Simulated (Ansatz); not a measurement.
## Ionic part of the dielectric constant of ZrO2, mode by mode

Level of theory: DFT PBE, scalar-relativistic, plane waves, PAW (Ansatz). Cutoff 420 eV, 8×8×8 k-points (Γ-centred), fixed occupations. No spin polarisation. Phonons by linear response, acoustic sum rule imposed.

The structure is cubic, space group Fm-3m (No. 225). Conventional cell: a = 5.116 Å, b = 5.116 Å, c = 5.116 Å, α = 90.00°, β = 90.00°, γ = 90.00°. Zr (site symmetry m-3m) has 8 O at 2.22 Å as nearest neighbours. O (site symmetry -43m) is surrounded by 4 Zr at 2.22 Å.

The primitive cell has V = 33.47 Å³ and ε∞,xx = 5.814. Each polar mode adds Δε = (4.92064×10⁷/V)·S/ν² along x, with S its oscillator strength in e²/amu, ν in cm⁻¹ and V in Å³.

Question: From these modes, find each Δε and ε0,xx.
```json
{"ν (cm⁻¹)": "219.6", "S_xx (e²/amu)": "1.394"}
```

Answer:
```json
{"ν (cm⁻¹)": "219.6", "Δε": "42.50"}
```

The sum is 42.499, so ε0,xx = 48.31; the run's tensor has 48.31.

Question: Where do the longitudinal modes lie for a wave vector along x?

Answer: At 633 cm⁻¹. The Lyddane–Sachs–Teller product Π(ν_LO/ν_TO)² = 8.31 matches ε0/ε∞ = 8.31.

This fluorite-type form isn't the usual stable structure of the compound.

Cost: 1 run of about 0.23 core-minutes, on Intel Xeon 6975P-C (Granite Rapids) (shared hosts).